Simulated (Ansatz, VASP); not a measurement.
**One calculation of PbSe, two programs**

INCAR

```
SYSTEM = PbSe
  ALGO = Normal
  EDIFF = 1E-7
  ENCUT = 520
  GGA = PS
  ISIF = 2
  ISMEAR = -1
  LASPH = .True.
  LCHARG = .True.
  LELF = .True.
  LREAL = .False.
  LVHAR = .True.
  LWAVE = .False.
  NBANDS = 17
  NELM = 80
  PREC = Accurate
  SIGMA = 0.05
```

The input KPOINTS:

```
k-points
0
Gamma
  7 7 7
  0 0 0
```

POSCAR

```
PbSe
1.0
    3.7070692621      0.0000000000      0.0000000000
    0.0000000000      3.7070692621      0.0000000000
    0.0000000000      0.0000000000      3.7070692621
Pb Se
1 1
Direct
    0.0000000000      0.0000000000      0.0000000000
    0.5000000000      0.5000000000      0.5000000000
```

input.yaml

```yaml
crystal:
  lattice:
    - [3.7070692621, 0.0, 0.0]
    - [0.0, 3.7070692621, 0.0]
    - [0.0, 0.0, 3.7070692621]
  atoms:
    - { symbol: Pb, position: [0.0, 0.0, 0.0] }
    - { symbol: Se, position: [0.5, 0.5, 0.5] }
kpoints:
  mp_grid: { grid: [7, 7, 7] }
scf:
  occupations: { method: fermi_dirac, width: 0.05 }
hamiltonian:
  xc: pbesol
  pseudopotentials: { kind: all_electron, lapw: { basis_error: 0.001 } }
output:
  forces: true
  stress: true
  eigenvalues: true
```

Change from the starting cell: volume scaled by 0.94.

Alike in both runs: task single point; functional PBEsol; k mesh 7 × 7 × 7; occupations fermi-dirac, width 0.05 eV; no spin polarisation.

|  | VASP | Ansatz |
| --- | --- | --- |
| version | VASP 6.6.1 | Ansatz 0.2.0 |
| potentials or method | VASP PAW PBE potentials, release 64 (Pb_d, Se) | all-electron LAPW, scalar-relativistic |
| plane-wave cutoff (eV) | 520 | see its input |

|  | VASP | Ansatz | Ansatz less VASP |
| --- | --- | --- | --- |
| gap on the k mesh at the Fermi level (eV) | none | none | - |
| pressure (GPa) | -0.2 | -0.2 | -0.01 |

A gap of «none» marks a metal or a gap that the smearing closes. Ansatz ran all-electron here, so the differences hold the error of VASP's frozen core and of both bases.

Caveats: the PAW data sets were made with another functional, which shifts forces and pressure a little (VASP). Spin-orbit coupling is left out, which matters for the levels of Pb.
